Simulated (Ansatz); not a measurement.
# Ideal shear of a crystal plane in NbP

Level of theory: DFT PBE, scalar-relativistic, plane waves, PAW (Ansatz). Settings: plane waves to 420 eV, k-mesh 14×14×4 (Γ-centred), Gaussian smearing 0.15 eV. No spin polarisation. Energies are free energies at this smearing, counted from the undisturbed cell; pressure is positive in compression.

The starting cell (relaxed at this level; it needn't be the usual structure):

```
Nb P
1.0
    -3.34705    0.00000    0.00000
     0.00000   -3.34705    0.00000
     0.00000    0.00000   11.42796
Nb P
4 4
Direct
  0.00000 0.00000 0.58373
  0.50000 0.50000 0.08373
  0.50000 0.00000 0.33373
  0.00000 0.50000 0.83373
  0.50000 0.50000 0.66629
  0.00000 0.00000 0.16629
  0.00000 0.50000 0.41629
  0.50000 0.00000 0.91629
```

The cut lies on the cell's a–b face, a (0 0 1) plane (indices in the standard cell, whose axes needn't be the Cartesian ones shown) of area 11.20 Å², between layers 1.91 Å apart. Vector c is tilted by f times 1·a + 0·b (length 3.347 Å) with the atoms' Cartesian places fixed: one unrelaxed fault a cell. The traction is dγ/du, the slope of γ against the slip u in Å. Some rows repeat others by symmetry and weren't run.

```csv
f,γ (mJ/m²),traction (GPa)
0.0000,0,0.0
0.1000,162,9.8
0.2000,647,18.7
0.3000,1336,21.1
0.4000,1971,15.2
0.5000,2237,0.0
0.6000,1971,-15.2
0.7000,1336,-21.1
0.8000,647,-18.7
0.9000,162,-9.8
```

Task: Read off the first barrier and the stress needed to climb it, and compare with Frenkel's sinusoid.

Result: The first sampled maximum lies at f = 0.500, a slip of 1.67 Å, with γ ≈ 2237 mJ/m², which stands in for the unstable fault energy γ_us, and the steepest sampled slope before it is 21.1 GPa. A sinusoid γ = γ_us sin²(πu/λ) with its maximum there has λ = 3.35 Å and a largest slope πγ_us/λ = 21.0 GPa (1 mJ/m² per Å = 0.01 GPa).

Task: Is there a metastable fault on this line?

Result: Apart from points where γ returns to about zero, no local minimum shows among the samples, so at this sampling the line offers no fault for a dislocation to split on; a fault can still lie off the line.

The cut is rigid; relaxing the faces lowers these energies and usually the stresses.

In a metal these slopes depend on the k mesh and the smearing.

Cost: 6 runs of about 9.7 core-minutes in all, on Arm Neoverse V2 (shared hosts).